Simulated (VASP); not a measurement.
# Rb (I4/mmm) in VASP: single point with r2SCAN

Aim: the single point of Rb with r2SCAN.

All numbers are computed with VASP 6.6.1; they aren't measurements. Logs are shortened: lines on timing, memory, paths and dates and some standing lists are left out, and cuts for length are marked.

## Step 1: Starting point

The structure is tetragonal, space group I4/mmm (No. 139). Conventional cell: a = 5.909 Å, b = 5.909 Å, c = 5.462 Å, α = 90.00°, β = 90.00°, γ = 90.00°.

This isn't the form of Rb at room conditions, which is bcc.

## Step 2: Single point, r2SCAN

Contents of POSCAR:

```
Rb
1.0
   -2.9545118615      2.9545118615      2.7308451955
    2.9545118615     -2.9545118615      2.7308451955
    2.9545118615      2.9545118615     -2.7308451955
Rb
1
Direct
    0.0000000000      0.0000000000      0.0000000000
```

Contents of INCAR.step1:

```
SYSTEM = Rb
PREC     = Accurate       ! precision mode
ENCUT    = 520            ! plane-wave cutoff, eV
ISMEAR   = 0              ! smearing method
SIGMA    = 0.1            ! smearing width, eV
LREAL    = .False.        ! projectors in reciprocal space
LASPH    = .True.         ! aspherical terms in the spheres
NELM     = 100            ! most SCF steps
NBANDS   = 10             ! bands
GGA      = PE             ! functional
ALGO     = Normal         ! electronic algorithm
EDIFF    = 1E-4           ! SCF threshold, eV
LWAVE    = .True.         ! write WAVECAR
LCHARG   = .False.        ! write CHGCAR
```

Contents of INCAR.step2:

```
SYSTEM = Rb
PREC     = Accurate       ! precision mode
ENCUT    = 520            ! plane-wave cutoff, eV
EDIFF    = 1E-6           ! SCF threshold, eV
ISMEAR   = 0              ! smearing method
SIGMA    = 0.1            ! smearing width, eV
LREAL    = .False.        ! projectors in reciprocal space
LASPH    = .True.         ! aspherical terms in the spheres
NELM     = 100            ! most SCF steps
ALGO     = Normal         ! electronic algorithm
ISIF     = 2              ! what is computed and relaxed
LWAVE    = .False.        ! write WAVECAR
LCHARG   = .True.         ! write CHGCAR
METAGGA  = R2SCAN         ! meta-GGA
LMIXTAU  = .True.       
LELF     = .True.         ! ELF
LVHAR    = .True.       
NBANDS   = 10             ! bands
ISTART   = 1
```

Contents of KPOINTS:

```
regular mesh
0
Gamma
  4 4 4
  0 0 0
```

Potentials or basis: VASP PAW PBE potentials, release 64 (Rb_sv).

On the command line:

```
cat potpaw_PBE.64/Rb_sv/POTCAR > POTCAR
cp INCAR.step1 INCAR
mpirun -np 1 vasp_std > vasp.out
cp INCAR.step2 INCAR
mpirun -np 1 vasp_std > vasp.out
```

OUTCAR:

```text
SYSTEM = Rb
   PREC = Accurate
   ENCUT = 520
   EDIFF = 1E-6
   ISMEAR = 0
   LREAL = .False.
   LASPH = .True.
   NELM = 100
   ISIF = 2
   METAGGA = R2SCAN
   ISTART = 1

 ion  position               nearest neighbor table
   1  0.000  0.000  0.000-

  LATTYP: Found a body centered tetragonal cell.
 ALAT       =     5.9090237230
 C/A-ratio  =     0.9242965754

  Lattice vectors:

 A1 = (  -2.9545118615,   2.9545118615,   2.7308451955)
 A2 = (   2.9545118615,  -2.9545118615,   2.7308451955)
 A3 = (   2.9545118615,   2.9545118615,  -2.7308451955)

Analysis of symmetry for initial positions (statically):
=====================================================================
 Subroutine PRICEL returns:
 Original cell was already a primitive cell.

 Routine SETGRP: Setting up the symmetry group for a
 body centered tetragonal supercell.

 Subroutine GETGRP returns: Found 16 space group operations
 (whereof 16 operations were pure point group operations)
 out of a pool of 16 trial point group operations.

The static configuration has the point symmetry D_4h.

Analysis of symmetry for dynamics (positions and initial velocities):
=====================================================================
 Subroutine PRICEL returns:
 Original cell was already a primitive cell.

 Routine SETGRP: Setting up the symmetry group for a
 body centered tetragonal supercell.

 Subroutine GETGRP returns: Found 16 space group operations
 (whereof 16 operations were pure point group operations)
 out of a pool of 16 trial point group operations.

The dynamic configuration has the point symmetry D_4h.

 Subroutine INISYM returns: Found 16 space group operations
 (whereof 16 operations are pure point group operations),
 and found     1 'primitive' translations

----------------------------------------------------------------------------------------

                                     Primitive cell

  volume of cell :      95.3517

  direct lattice vectors                    reciprocal lattice vectors
    -2.954511861  2.954511861  2.730845196     0.000000000  0.169232693  0.183093498
     2.954511861 -2.954511861  2.730845196     0.169232693  0.000000000  0.183093498
     2.954511861  2.954511861 -2.730845196     0.169232693  0.169232693  0.000000000

  length of vectors
     4.991572514  4.991572514  4.991572514     0.249324956  0.249324956  0.239331170

  position of ions in fractional coordinates (direct lattice)
     0.000000000  0.000000000  0.000000000

  ion indices of the primitive-cell ions
   primitive index   ion index
                 1           1

----------------------------------------------------------------------------------------

 KPOINTS: regular mesh

Automatic generation of k-mesh.
 Grid dimensions read from file:
 generate k-points for:    4    4    4

 Generating k-lattice:

  Cartesian coordinates                     Fractional coordinates (reciprocal lattice)
     0.000000000  0.042308173  0.045773375     0.250000000 -0.000000000  0.000000000
     0.042308173  0.000000000  0.045773375    -0.000000000  0.250000000  0.000000000
     0.042308173  0.042308173  0.000000000     0.000000000  0.000000000  0.250000000

  Length of vectors
     0.062331239  0.062331239  0.059832793

  Shift w.r.t. Gamma in fractional coordinates (k-lattice)
     0.000000000  0.000000000  0.000000000

 Subroutine IBZKPT returns following result:
 ===========================================

 Found     13 irreducible k-points:

 Following reciprocal coordinates:
            Coordinates               Weight
  0.000000  0.000000  0.000000      1.000000
  0.250000 -0.000000  0.000000      8.000000
  0.500000 -0.000000  0.000000      4.000000
  0.250000  0.250000  0.000000      8.000000
  0.500000  0.250000  0.000000     16.000000
 -0.250000  0.250000  0.000000      4.000000
  0.500000  0.500000  0.000000      2.000000
  0.250000  0.250000  0.250000      2.000000
 -0.250000  0.250000  0.250000      4.000000
  0.500000  0.500000  0.250000      4.000000
 -0.250000  0.500000  0.250000      8.000000
 -0.250000 -0.250000  0.250000      2.000000
  0.500000  0.500000  0.500000      1.000000
   k-points           NKPTS =     13   k-points in BZ     NKDIM =     13   number of bands    NBANDS=     10
   number of dos      NEDOS =    301   number of ions     NIONS =      1
   total plane-waves  NPLWV =  64000
   dimension x,y,z NGX =    40 NGY =   40 NGZ =   40
   dimension x,y,z NGXF=    80 NGYF=   80 NGZF=   80
   ions per type =               1
   NGX,Y,Z   is equivalent  to a cutoff of  13.32, 13.32, 13.32 a.u.
   NGXF,Y,Z  is equivalent  to a cutoff of  26.64, 26.64, 26.64 a.u.
 SYSTEM =  Rb
   PREC   = accura    normal or accurate (medium, high low for compatibility)
   ISTART =      1    job   : 0-new  1-cont  2-samecut
   ICHARG =      0    charge: 1-file 2-atom 10-const
   ISPIN  =      1    spin polarized calculation?
   LNONCOLLINEAR =      F non collinear calculations
   LSORBIT =      F    spin-orbit coupling
   LASPH  =      T    aspherical Exc in radial PAW
   ENCUT  =  520.0 eV  38.22 Ry    6.18 a.u.   9.28  9.28  9.28*2*pi/ulx,y,z
   NELM   =    100;   NELMIN=  2; NELMDL=  0     # of ELM steps
   EDIFF  = 0.1E-05   stopping-criterion for ELM
   LREAL  =      F    real-space projection
   EDIFFG = 0.1E-04   stopping-criterion for IOM
   NSW    =      0    number of steps for IOM
   IBRION =     -1    ionic relax: 0-MD 1-quasi-New 2-CG
   NFREE  =      0    steps in history (QN), initial steepest desc. (CG)
   ISIF   =      2    stress and relaxation
   ISYM   =      2    0-nonsym 1-usesym 2-fastsym
   POTIM  = 0.5000    time-step for ionic-motion
   TEBEG  =    0.0;   TEEND  =   0.0 temperature during run
   PSTRESS=    0.0 pullay stress
   NELECT =       9.0000    total number of electrons
   NUPDOWN=      -1.0000    fix difference up-down
   EMIN   =  10.00;   EMAX   =-10.00  energy-range for DOS
   EFERMI =   0.00;   METHOD = LEGACY
   ISMEAR =     0;   SIGMA  =   0.10  broadening in eV -4-tet -1-fermi 0-gaus
   EFERMI_NEDOS =   21; number of points for ismear=-14 and -15
   IALGO  =     38    algorithm
   IMIX   =      4    mixing-type and parameters
     AMIX     =   0.40;   BMIX     =  1.00
     AMIX_MAG =   1.60;   BMIX_MAG =  1.00
  volume/ion in A,a.u.               =      95.35       643.47
  Fermi-wavevector in a.u.,A,eV,Ry     =   0.745383  1.408570  7.559340  0.555596
  Thomas-Fermi vector in A             =   1.840957
   LORBIT       =      0    0 simple, 1 ext, 2 COOP (PROOUT), +10 PAW based schemes
   METAGGA = R2SCAN    functional components
   LHFCALC =     F    Hartree Fock is set to
   AEXX    =    0.0000 exact exchange contribution
   IVDW    =     0    specifies the selected vdW correction
   LEPSILON=     F    determine dielectric tensor
   LRPA    =     F    only Hartree local field effects (RPA)
 non-spin polarized calculation
 Gauss-broadening in eV      SIGMA  =   0.10
  energy-cutoff  :      520.00
  volume of cell :       95.35
 maximum number of plane-waves:      2582
 NGX is ok and might be reduce to    40
   NGX = 19   NGY = 19   NGZ = 19

 number of electron       9.0000000 magnetization

 Free energy of the ion-electron system (eV)
  ---------------------------------------------------
  ext. energy  EPLUGINS =         0.00000000
  ---------------------------------------------------
  free energy    TOTEN  =       -13.87025604 eV

  energy without entropy =      -13.85618333  energy(sigma->0) =      -13.86321969

 E-fermi :  -0.0467     XC(G=0):  -5.6064

 val. band max:       -0.0970440783   @ k =   0.5000   0.2500   0.0000
 cond. band min:       0.0434812970   @ k =   0.2500   0.2500   0.0000
 fundamental gap:      0.1405253753
 Fermi energy:        -0.0466660146

 k-point     1 :       0.0000    0.0000    0.0000
  band No.  band energies     occupation
      1     -30.1374      2.00000
      2     -13.6316      2.00000
      3     -13.6307      2.00000
      4     -13.6307      2.00000
      5      -2.0632      2.00000
      6       3.7630      0.00000
      7       4.2051      0.00000
      8       4.2051      0.00000
      9       4.6864      0.00000
     10       5.2816      0.00000

 k-point     2 :       0.2500   -0.0000    0.0000
  band No.  band energies     occupation
      1     -30.1356      2.00000
      2     -13.6735      2.00000
      3     -13.6449      2.00000
      4     -13.6327      2.00000
      5      -1.3173      2.00000
      6       2.7068      0.00000
      7       3.1723      0.00000
      8       4.6190      0.00000
      9       4.7603      0.00000
     10       4.9433      0.00000

 k-point     3 :       0.5000   -0.0000    0.0000
  band No.  band energies     occupation
      1     -30.1337      2.00000
      2     -13.7147      2.00000
      3     -13.6590      2.00000
      4     -13.6343      2.00000
      5       0.3793      0.00000
      6       0.7259      0.00000
      7       2.6890      0.00000
      8       4.7139      0.00000
      9       5.2459      0.00000
     10       5.8356      0.00000

 k-point     4 :       0.2500    0.2500    0.0000
  band No.  band energies     occupation
      1     -30.1337      2.00000
      2     -13.7011      2.00000
      3     -13.6645      2.00000
      4     -13.6426      2.00000
      5       0.0435      0.20235
      6       1.6148      0.00000
      7       2.1117      0.00000
      8       4.5443      0.00000
      9       4.6690      0.00000
     10       5.8604      0.00000
[... 79 lines left out ...]
 k-point    11 :      -0.2500    0.5000    0.2500
  band No.  band energies     occupation
      1     -30.1324      2.00000
      2     -13.7008      2.00000
      3     -13.6761      2.00000
      4     -13.6612      2.00000
      5       0.8550      0.00000
      6       1.1373      0.00000
      7       2.8668      0.00000
      8       2.8953      0.00000
      9       4.6718      0.00000
     10       6.1868      0.00000

 k-point    12 :      -0.2500   -0.2500    0.2500
  band No.  band energies     occupation
      1     -30.1338      2.00000
      2     -13.6806      2.00000
      3     -13.6599      2.00000
      4     -13.6599      2.00000
      5      -0.5285      2.00000
      6       2.4865      0.00000
      7       3.0907      0.00000
      8       3.0907      0.00000
      9       4.7895      0.00000
     10       5.1467      0.00000

 k-point    13 :       0.5000    0.5000    0.5000
  band No.  band energies     occupation
      1     -30.1311      2.00000
      2     -13.6930      2.00000
      3     -13.6930      2.00000
      4     -13.6814      2.00000
      5       1.1986      0.00000
      6       1.4246      0.00000
      7       3.0921      0.00000
      8       3.0921      0.00000
      9       3.9458      0.00000
     10       5.3897      0.00000

------------------------ aborting loop because EDIFF is reached ----------------------------------------

  FORCE on cell =-STRESS in cart. coord.  units (eV):
  Direction    XX          YY          ZZ          XY          YZ          ZX
  --------------------------------------------------------------------------------------
  -------------------------------------------------------------------------------------
  Total        0.0772448      0.0772448     -0.0573204      0.0000000      0.0000000      0.0000000
  in kB        1.2979301      1.2979301     -0.9631438      0.0000000      0.0000000      0.0000000
  external PRESSURE =       0.5442388 kB  Pullay stress =       0.0000000 kB

 VOLUME and BASIS-vectors are now :
 -----------------------------------------------------------------------------
  energy-cutoff  :      520.00
  volume of cell :       95.35
      direct lattice vectors                 reciprocal lattice vectors
    -2.954511861  2.954511861  2.730845196     0.000000000  0.169232693  0.183093498
     2.954511861 -2.954511861  2.730845196     0.169232693  0.000000000  0.183093498
     2.954511861  2.954511861 -2.730845196     0.169232693  0.169232693  0.000000000

 POSITION                                       TOTAL-FORCE (eV/Angst)
 -----------------------------------------------------------------------------------
      0.00000      0.00000      0.00000         0.000000      0.000000     -0.000000
 -----------------------------------------------------------------------------------
    total drift:                               -0.000000      0.000000     -0.000000

  FREE ENERGIE OF THE ION-ELECTRON SYSTEM (eV)
  ---------------------------------------------------
  free  energy   TOTEN  =       -13.8702560446 eV

  energy  without entropy=      -13.8561833264  energy(sigma->0) =      -13.86321969
```

It took 40 s on 1 thread of Intel Xeon Platinum 8488C (Sapphire Rapids), shared host; peak memory 0.25 GiB.

What came out:

- Free energy: -13.8703 eV
- Pressure: 0.1 GPa
- Band gap on the k mesh: none (metal or under the smearing width)

Stress tensor (GPa, compression positive):
```
 0.13  0.00  0.00
 0.00  0.13  0.00
 0.00  0.00 -0.10
```

Caveat: the k mesh is coarse (spacing up to 0.39 Å⁻¹), so the values aren't converged; the PAW data sets were made with another functional, which shifts forces and pressure a little.
